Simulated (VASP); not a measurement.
# Ce (Fm-3m) in VASP: further runs, part 2 of 2

VASP 6.6.1.

### Step 3. Single point, PBE+U, collinear spin, typed start

This run uses another cell than the first one, of 37.31 Å³/atom, 1.086 times its volume.

Input file INCAR:

```
SYSTEM = Ce
PREC = Accurate
ENCUT = 520
EDIFF = 1E-6
ISMEAR = 0
SIGMA = 0.05
LREAL = .FALSE.
LASPH = .TRUE.
NELM = 150
ALGO = Fast
ISIF = 2
LWAVE = .FALSE.
LCHARG = .FALSE.
ISPIN = 2
MAGMOM = 1.22
LORBIT = 11
LMAXMIX = 6
LDAU = .TRUE.
LDAUTYPE = 2
LDAUL = 3
LDAUU = 5
LDAUJ = 0
LDAUPRINT = 1
GGA = PE
NBANDS = 16
```

Input file KPOINTS:

```
regular mesh
0
G
  8 8 8
  0 0 0
```

Input file POSCAR:

```
Ce
1.0
    0.0000000000      2.6520978852      2.6520978852
    2.6520978852      0.0000000000      2.6520978852
    2.6520978852      2.6520978852      0.0000000000
Ce
1
Direct
    0.0000000000      0.0000000000      0.0000000000
```

Potentials or basis: VASP PAW PBE potentials, release 64 (Ce).

The run is started by

```
$ cat potpaw_PBE.64/Ce/POTCAR > POTCAR
$ mpirun -np 1 vasp_std > vasp.out
```

OUTCAR:

```text
SYSTEM = Ce
   PREC = Accurate
   ENCUT = 520
   EDIFF = 1E-6
   ISMEAR = 0
   LREAL = .FALSE.
   LASPH = .TRUE.
   NELM = 150
   ISIF = 2
   ISPIN = 2
   LORBIT = 11
   GGA = PE

 ion  position               nearest neighbor table
   1  0.000  0.000  0.000-

  LATTYP: Found a face centered cubic cell.
 ALAT       =     5.3041957704

  Lattice vectors:

 A1 = (   0.0000000000,   2.6520978852,   2.6520978852)
 A2 = (   2.6520978852,   0.0000000000,   2.6520978852)
 A3 = (   2.6520978852,   2.6520978852,   0.0000000000)

Analysis of symmetry for initial positions (statically):
=====================================================================
 Subroutine PRICEL returns:
 Original cell was already a primitive cell.

 Routine SETGRP: Setting up the symmetry group for a
 face centered cubic supercell.

 Subroutine GETGRP returns: Found 48 space group operations
 (whereof 48 operations were pure point group operations)
 out of a pool of 48 trial point group operations.

The static configuration has the point symmetry O_h .

Analysis of symmetry for dynamics (positions and initial velocities):
=====================================================================
 Subroutine PRICEL returns:
 Original cell was already a primitive cell.

 Routine SETGRP: Setting up the symmetry group for a
 face centered cubic supercell.

 Subroutine GETGRP returns: Found 48 space group operations
 (whereof 48 operations were pure point group operations)
 out of a pool of 48 trial point group operations.

The dynamic configuration has the point symmetry O_h .

Analysis of structural, dynamic, and magnetic symmetry:
=====================================================================
 Subroutine PRICEL returns:
 Original cell was already a primitive cell.

 Routine SETGRP: Setting up the symmetry group for a
 face centered cubic supercell.

 Subroutine GETGRP returns: Found 48 space group operations
 (whereof 48 operations were pure point group operations)
 out of a pool of 48 trial point group operations.

The overall configuration has the point symmetry O_h .

 Subroutine INISYM returns: Found 48 space group operations
[... 158 lines left out ...]
  0.0015  0.0000  0.0029  0.0000 -0.0000 -0.0000 -0.0000
  0.0000 -0.0000  0.0000  0.0048 -0.0000  0.0000  0.0000
  0.0000 -0.0000 -0.0000 -0.0000  0.0029  0.0000 -0.0015
  0.0000 -0.0000 -0.0000  0.0000  0.0000  0.0018  0.0000
 -0.0000 -0.0000 -0.0000  0.0000 -0.0015  0.0000  0.0037

 occupancies and eigenvectors

  o =  0.0018  v =  0.0000  0.0000  0.0000  0.0000  0.0000  0.0000  0.0000 -0.1328 -0.0000  0.1714 -0.0000  0.7718 -0.0000  0.5978      0.0000  0.0000  0.0000  0.0000  0.0000  0.0000  0.0000  0.0000  0.0000  0.0000  0.0000  0.0000  0.0000  0.0000
  o =  0.0018  v =  0.0000  0.0000  0.0000  0.0000  0.0000  0.0000  0.0000 -0.5978  0.0000  0.7718  0.0000 -0.1714  0.0000 -0.1328      0.0000  0.0000  0.0000  0.0000  0.0000  0.0000  0.0000  0.0000  0.0000  0.0000  0.0000  0.0000  0.0000  0.0000
  o =  0.0018  v =  0.0000  0.0000  0.0000  0.0000  0.0000  0.0000  0.0000 -0.0000 -0.0000  0.0000  0.0000 -0.0000 -1.0000 -0.0000      0.0000  0.0000  0.0000  0.0000  0.0000  0.0000  0.0000  0.0000  0.0000  0.0000  0.0000  0.0000  0.0000  0.0000
  o =  0.0033  v =  0.0000 -0.0000  0.0000  0.0000 -0.0000 -1.0000 -0.0000  0.0000  0.0000  0.0000  0.0000  0.0000  0.0000  0.0000      0.0000  0.0000  0.0000  0.0000  0.0000  0.0000  0.0000  0.0000  0.0000  0.0000  0.0000  0.0000  0.0000  0.0000
  o =  0.0033  v = -0.6124  0.0000  0.7906 -0.0000  0.0000  0.0000 -0.0000  0.0000  0.0000  0.0000  0.0000  0.0000  0.0000  0.0000      0.0000  0.0000  0.0000  0.0000  0.0000  0.0000  0.0000  0.0000  0.0000  0.0000  0.0000  0.0000  0.0000  0.0000
  o =  0.0033  v =  0.0000 -0.0000  0.0000 -0.0000 -0.7906  0.0000 -0.6124  0.0000  0.0000  0.0000  0.0000  0.0000  0.0000  0.0000      0.0000  0.0000  0.0000  0.0000  0.0000  0.0000  0.0000  0.0000  0.0000  0.0000  0.0000  0.0000  0.0000  0.0000
  o =  0.0048  v =  0.0000  0.0000  0.0000  0.0000  0.0000  0.0000  0.0000  0.0000 -0.0000  0.0000 -1.0000 -0.0000 -0.0000  0.0000      0.0000  0.0000  0.0000  0.0000  0.0000  0.0000  0.0000  0.0000  0.0000  0.0000  0.0000  0.0000  0.0000  0.0000
  o =  0.0048  v =  0.0000  0.0000  0.0000  0.0000  0.0000  0.0000  0.0000  0.7904 -0.0000  0.6122  0.0000 -0.0137  0.0000  0.0177      0.0000  0.0000  0.0000  0.0000  0.0000  0.0000  0.0000  0.0000  0.0000  0.0000  0.0000  0.0000  0.0000  0.0000
  o =  0.0048  v =  0.0000  0.0000  0.0000  0.0000  0.0000  0.0000  0.0000  0.0177  0.0000  0.0137 -0.0000  0.6122  0.0000 -0.7904      0.0000  0.0000  0.0000  0.0000  0.0000  0.0000  0.0000  0.0000  0.0000  0.0000  0.0000  0.0000  0.0000  0.0000
  o =  0.0096  v =  0.0000  0.0000  0.0000  0.0000  0.0000  0.0000  0.0000 -0.0000 -1.0000 -0.0000  0.0000  0.0000  0.0000  0.0000      0.0000  0.0000  0.0000  0.0000  0.0000  0.0000  0.0000  0.0000  0.0000  0.0000  0.0000  0.0000  0.0000  0.0000
  o =  0.1072  v =  0.0000  1.0000 -0.0000  0.0000 -0.0000 -0.0000  0.0000  0.0000  0.0000  0.0000  0.0000  0.0000  0.0000  0.0000      0.0000  0.0000  0.0000  0.0000  0.0000  0.0000  0.0000  0.0000  0.0000  0.0000  0.0000  0.0000  0.0000  0.0000
  o =  0.2096  v =  0.0000 -0.0000 -0.0000 -1.0000  0.0000  0.0000 -0.0000  0.0000  0.0000  0.0000  0.0000  0.0000  0.0000  0.0000      0.0000  0.0000  0.0000  0.0000  0.0000  0.0000  0.0000  0.0000  0.0000  0.0000  0.0000  0.0000  0.0000  0.0000
  o =  0.2096  v = -0.7906  0.0000 -0.6124  0.0000 -0.0000 -0.0000  0.0000  0.0000  0.0000  0.0000  0.0000  0.0000  0.0000  0.0000      0.0000  0.0000  0.0000  0.0000  0.0000  0.0000  0.0000  0.0000  0.0000  0.0000  0.0000  0.0000  0.0000  0.0000
  o =  0.2096  v =  0.0000  0.0000 -0.0000  0.0000  0.6124  0.0000 -0.7906  0.0000  0.0000  0.0000  0.0000  0.0000  0.0000  0.0000      0.0000  0.0000  0.0000  0.0000  0.0000  0.0000  0.0000  0.0000  0.0000  0.0000  0.0000  0.0000  0.0000  0.0000

 number of electron      11.9999999 magnetization       1.1382131

 Free energy of the ion-electron system (eV)
  ---------------------------------------------------
  ext. energy  EPLUGINS =         0.00000000
  ---------------------------------------------------
  free energy    TOTEN  =        -3.81505462 eV

  energy without entropy =       -3.80937702  energy(sigma->0) =       -3.81221582

 E-fermi :   6.2619     XC(G=0):  -9.7440

 val. band max:        6.2555476040   @ k =  -0.3750   0.3750   0.1250
 cond. band min:       6.2621885676   @ k =   0.3750   0.1250   0.0000
 fundamental gap:      0.0066409636
 Fermi energy:         6.2618931059

 spin component 1

 k-point     1 :       0.0000    0.0000    0.0000
  band No.  band energies     occupation
      1     -29.4759      1.00000
      2     -11.4791      1.00000
      3     -11.4791      1.00000
      4     -11.4791      1.00000
      5       2.6241      1.00000
      6       6.2763      0.34163
[... 895 lines left out ...]
      5       5.6114      1.00000
      6       6.2418      0.71522
[... 8 lines left out ...]
     15       8.9269      0.00000
     16      11.3790      0.00000

 [... further k-points ...]

------------------------ aborting loop because EDIFF is reached ----------------------------------------

  FORCE on cell =-STRESS in cart. coord.  units (eV):
  Direction    XX          YY          ZZ          XY          YZ          ZX
  --------------------------------------------------------------------------------------
  -------------------------------------------------------------------------------------
  Total       -0.9662223     -0.9662223     -0.9662223      0.0000000      0.0000000     -0.0000000
  in kB      -41.4943519    -41.4943519    -41.4943519      0.0000000      0.0000000     -0.0000000
  external PRESSURE =     -41.4943519 kB  Pullay stress =       0.0000000 kB

 VOLUME and BASIS-vectors are now :
 -----------------------------------------------------------------------------
  energy-cutoff  :      520.00
  volume of cell :       37.31
      direct lattice vectors                 reciprocal lattice vectors
     0.000000000  2.652097885  2.652097885    -0.188529995  0.188529995  0.188529995
     2.652097885  0.000000000  2.652097885     0.188529995 -0.188529995  0.188529995
     2.652097885  2.652097885  0.000000000     0.188529995  0.188529995 -0.188529995

 POSITION                                       TOTAL-FORCE (eV/Angst)
 -----------------------------------------------------------------------------------
      0.00000      0.00000      0.00000        -0.000000      0.000000      0.000000
 -----------------------------------------------------------------------------------
    total drift:                               -0.000000     -0.000000     -0.000000

  FREE ENERGIE OF THE ION-ELECTRON SYSTEM (eV)
  ---------------------------------------------------
  free  energy   TOTEN  =        -3.8150546204 eV

  energy  without entropy=       -3.8093770199  energy(sigma->0) =       -3.81221582

 total charge

# of ion       s       p       d       f       tot
--------------------------------------------------
    1        2.075   5.644   1.004   0.782   9.506

 magnetization (x)

# of ion       s       p       d       f       tot
--------------------------------------------------
    1        0.005   0.011   0.117   0.724   0.857
```

Run time: 6.2 min. Hardware: 1 thread of AMD EPYC 7R13 (Zen 3), shared host; peak memory 0.17 GiB.

What came out:

```
Free energy                                           : -3.8151 eV
Pressure                                              : -4.1 GPa
Band gap on the k mesh                                : none (metal or under the smearing width)
Net moment                                            : 1.14 μB per cell
Site moments                                          : Ce +0.86 μB
Valence electrons inside the program's atomic spheres : Ce 9.51
```

Eigenvalues of the final occupation matrices:
```csv
site,spin,trace,eigenvalues
site 1 f,1,0.75,0.00 0.00 0.00 0.11 0.21 0.21 0.21
site 1 f,2,0.03,0.00 0.00 0.00 0.00 0.00 0.00 0.01
```

Caveat: the magnetic or orbital state may not be the lowest; spin-orbit coupling is left out, which moves the levels of the heavy elements. The state reached can hang on the start; a lower one may exist.
